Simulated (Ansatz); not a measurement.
## From the elastic tensor of WC at 11 GPa (stress–strain coefficients) to moduli and sound speeds

The calculation used DFT PBEsol, scalar-relativistic, plane waves, PAW in Ansatz. Settings: 420 eV plane-wave cutoff, Γ-centred 18×18×14 mesh, Fermi-Dirac smearing of 0.15 eV. No spin polarisation.

It takes space group P-6m2 (No. 187, hexagonal). The conventional cell has a = 2.873 Å, b = 2.873 Å, c = 2.807 Å, α = 90.00°, β = 90.00°, γ = 120.00°. W (site symmetry -6m2) has 6 C at 2.17 Å as nearest neighbours. Around C (site symmetry -6m2) lie 6 W at 2.17 Å.

In a metal, frequencies and elastic constants depend on the k mesh and the smearing, soft modes and shear constants most. Spin–orbit coupling is left out, which can shift energies with elements as heavy as these.

Relaxed-ion constants (GPa, on the Cartesian axes of the calculation):
```
 800.3  280.2  218.7    0.0    0.0    0.0
 280.2  800.3  218.7    0.0    0.0    0.0
 218.6  218.6 1064.8    0.0    0.0    0.0
   0.0    0.0    0.0  344.9    0.0    0.0
   0.0    0.0    0.0    0.0  344.9    0.0
   0.0    0.0    0.0    0.0    0.0  260.1
```

Density 16.215 g/cm³; 2 atoms in 20.06 Å³.

The values that follow are for a polycrystal of randomly turned grains, by Hill's mean where one number stands.

With S = C⁻¹: B_V = (C11+C22+C33+2(C12+C13+C23))/9, G_V = (C11+C22+C33−C12−C13−C23+3(C44+C55+C66))/15, 1/B_R = S11+S22+S33+2(S12+S13+S23), 15/G_R = 4(S11+S22+S33−S12−S13−S23)+3(S44+S55+S66); Hill is their mean. Then v_l = √((B+4G/3)/ρ), v_t = √(G/ρ), v_m = [(2/v_t³+1/v_l³)/3]^(−1/3) and Θ = (ħ/k_B)·v_m·(6π²n/V)^(1/3) for n atoms in the volume V; E = 9BG/(3B+G), ν = (3B−2G)/(2(3B+G)) and A^U = 5G_V/G_R + B_V/B_R − 6.

| Item | Value |
| --- | --- |
| Bulk modulus, Voigt / Reuss / Hill | 455.6 / 451.7 / 453.6 GPa |
| Shear modulus, Voigt / Reuss / Hill | 319.8 / 310.9 / 315.4 GPa |
| Young's modulus | 768 GPa |
| Poisson ratio | 0.218 |
| Pugh ratio B/G | 1.44 |
| Universal anisotropy index | 0.15 |
| Longitudinal and transverse sound speeds | 7342 and 4410 m/s |
| Debye temperature from the mean sound speed | 673 K |

Cost: 1 run of about 6 core-minutes, on Intel Xeon 6975P-C (Granite Rapids) (shared hosts).

Compressed WC is very stiff in both volume and shear, and stiffest along c: C33 is 1064.8 GPa against 800.3 GPa for C11. The resistance to shear points to directional W 5d–C 2p bonding, which opposes changes of bond angle as well as of length. In the trigonal-prismatic network the W–C bonds project more strongly onto c than onto any single in-plane axis, which probably accounts for much of the axial stiffness; W–W interactions along the short c axis may add to it. Shear involving c is also stiffer than basal shear, yet the overall anisotropy is modest.

The heavy tungsten keeps the sound speeds and Debye temperature moderate for such large moduli. The tensor meets the conditions for stability against small homogeneous strains at this pressure, which doesn't exclude phonon instabilities at finite wavevector. The low Pugh ratio suggests limited ductility, but hardness and fracture toughness also depend on dislocations, grain boundaries and, in cemented carbides, the binder.
